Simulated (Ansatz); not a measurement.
## W: band structure with PBE

W:

```
W
1.0
    -1.58234    1.58234    1.58234
     1.58234   -1.58234    1.58234
     1.58234    1.58234   -1.58234
W
1
Direct
  0.00000 0.00000 0.00000
```

```json
{
  "Program": "Ansatz 0.2.0",
  "Task": "band structure",
  "Functional": "PBE",
  "Potentials or basis": "PseudoDojo stringent (PBE files)",
  "Cutoff": "1007 eV",
  "Density cutoff": "4027 eV",
  "k mesh": "12 × 12 × 12",
  "Occupations": "fermi-dirac, width 0.05 eV",
  "Spin": "no spin polarisation",
  "Path": "[[\"G\", \"H\", \"N\", \"G\", \"P\", \"H\"], [\"P\", \"N\"]]",
  "Points for each segment of the path": "14"
}
```

```json
{
  "Pressure": "6.0 GPa",
  "Band gap on the k mesh": "none (metal or under the smearing width)"
}
```

Levels at the corners of the path, in eV from the Fermi level:
| point | band 5 | band 6 | band 7 | band 8 | band 9 | band 10 |
| --- | --- | --- | --- | --- | --- | --- |
| Γ | -9.55 | -1.15 | -1.15 | -1.15 | 2.34 | 2.34 |
| H | -5.75 | -5.75 | 5.25 | 5.25 | 5.25 | 8.32 |
| N | -6.19 | -3.48 | 0.77 | 2.24 | 3.22 | 6.24 |
| Γ | -9.55 | -1.15 | -1.15 | -1.15 | 2.34 | 2.34 |
| P | -2.88 | -2.88 | -2.88 | 3.39 | 3.39 | 6.70 |
| H | -5.75 | -5.75 | 5.25 | 5.25 | 5.25 | 8.32 |
| P | -2.88 | -2.88 | -2.88 | 3.39 | 3.39 | 6.70 |
| N | -6.19 | -3.48 | 0.77 | 2.24 | 3.22 | 6.24 |

Wall time 3.7 s on 2 threads of Arm Neoverse N1 (shared host), peak memory 0.29 GiB.

Caveat: spin-orbit coupling is left out, which moves the levels of the heavy elements.
